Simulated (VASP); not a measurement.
Here is a VASP 6.6.1 calculation.

File INCAR:

```
SYSTEM = H4C3
  ALGO = Normal
  EDIFF = 1E-6
  ENCUT = 400
  GGA = PE
  ISIF = 2
  ISMEAR = 0
  ISYM = 0
  LASPH = .TRUE.
  LCHARG = .FALSE.
  LREAL = .FALSE.
  LWAVE = .FALSE.
  NELM = 60
  PREC = Accurate
  SIGMA = 0.01
```

Contents of KPOINTS:

```
k-points
0
G
  1 1 1
  0 0 0
```

Contents of POSCAR:

```
H4C3                                    
1.0
   14.1932882215      0.0000000000      0.0000000000
    0.0000000000     14.6932882215      0.0000000000
    0.0000000000      0.0000000000     15.1932882215
  C               H             
     3     4
Selective dynamics
Direct
     0.4283722568000030    0.5003021098000033    0.5888092642999965   F   F   F
     0.4797024680308733    0.5024928116875121    0.5251943961779109   T   T   T
     0.5412551161484007    0.5051765132119864    0.4488610426056613   T   T   T
     0.3830355652219102    0.4983833092965300    0.6450084987326576   T   T   T
     0.5417121899292603    0.5733550682847139    0.4188136603873264   T   T   T
     0.5181423888033772    0.4563259684877739    0.3983415544943305   T   T   T
     0.6142235351298716    0.4880677900265891    0.4670002062145791   T   T   T
```

Potentials or basis: VASP PAW PBE potentials, release 64 (C, H).

Command:

```console
$ cat potpaw_PBE.64/C/POTCAR potpaw_PBE.64/H/POTCAR > POTCAR
$ mpirun -np 1 vasp_gam > vasp.out
```

Predict the largest force.

0.011 eV/Å.

What does it give for the gap between the frontier levels?

5.93 eV.

Forces on the atoms (eV/Å):
```
C    0.005  0.000 -0.007
C   -0.004  0.000  0.004
C    0.003  0.002 -0.009
H   -0.006 -0.001  0.009
H    0.001 -0.003  0.001
H    0.001  0.002  0.002
H    0.000  0.000  0.000
```

Caveat: the standard files for N, O and F lose accuracy on very short bonds. Expect the measured gap to be larger: semilocal functionals such as PBE lack the derivative discontinuity.
